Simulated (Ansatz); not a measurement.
## ZnS: experiment and calculation

**Experimental background.**

A printed reference work (textbook) reports, for a bulk crystal of ZnS at 300 K: lattice constant a 5.42 Å; band gap 3.68 eV (direct).

The calculation below tries to reproduce these values; the comparison stands at the end.

The calculation used DFT PBE, scalar-relativistic, plane waves, PAW (Ansatz 0.2.0).

Plane waves to 420 eV, a k mesh through Γ of 8×8×8 on the computed 2-atom cell and Gaussian smearing (0.02 eV); no spin polarisation.

Relaxed structure:

```xyz
2
Lattice="0.0000 2.7215 2.7215 2.7215 0.0000 2.7215 2.7215 2.7215 0.0000" Properties=species:S:1:pos:R:3 pbc="T T T"
Zn    2.7215    2.7215    2.7215
S     1.3607    1.3607    1.3607
```

| Item | Value |
| --- | --- |
| Space group | F-43m (No. 216) |
| Volume per atom | 20.16 Å³ |
| Formation energy from the elements' standard states (uncorrected) | -0.822 eV/atom |
| Kohn–Sham band gap | 2.02 eV, direct at Γ |
| Orbital (Löwdin) character of the top 1 eV of the valence band | S 3p 88 %, Zn 3d 8 % |
| Orbital (Löwdin) character of the lowest 1 eV of the conduction band | Zn 4s 57 %, S 3s 25 %, S 3p 16 % |
| Electron masses at the edge by direction of the standard setting (m_e; one valley, along these axes only; no spin-orbit coupling) | x: 0.17; y: 0.17; z: 0.17 |
| Hole masses at the edge by direction of the standard setting (m_e; one valley, along these axes only; no spin-orbit coupling) | x: 0.72, 0.72, 0.18; y: 0.72, 0.72, 0.18; z: 0.72, 0.72, 0.18 |
| Bader charge by site (e) | Zn (1 in the cell) 0.89, S (1 in the cell) -0.89 |

Measured lattice constant a of ZnS: 5.42 Å (300 K; a printed reference work (textbook)). This calculation gives 5.443 Å (+0.4 %). The calculation is for 0 K without zero-point motion. Against the measured band gap of ZnS, 3.68 eV (direct; 300 K; a printed reference work (textbook)), the calculated 2.02 eV is off by -1.66 eV. Kohn–Sham gaps of semilocal functionals fall short of measured ones as a rule.

The cell was relaxed from a distorted copy of a database structure. Löwdin shares on free-atom orbitals overweight diffuse shells in the empty bands.
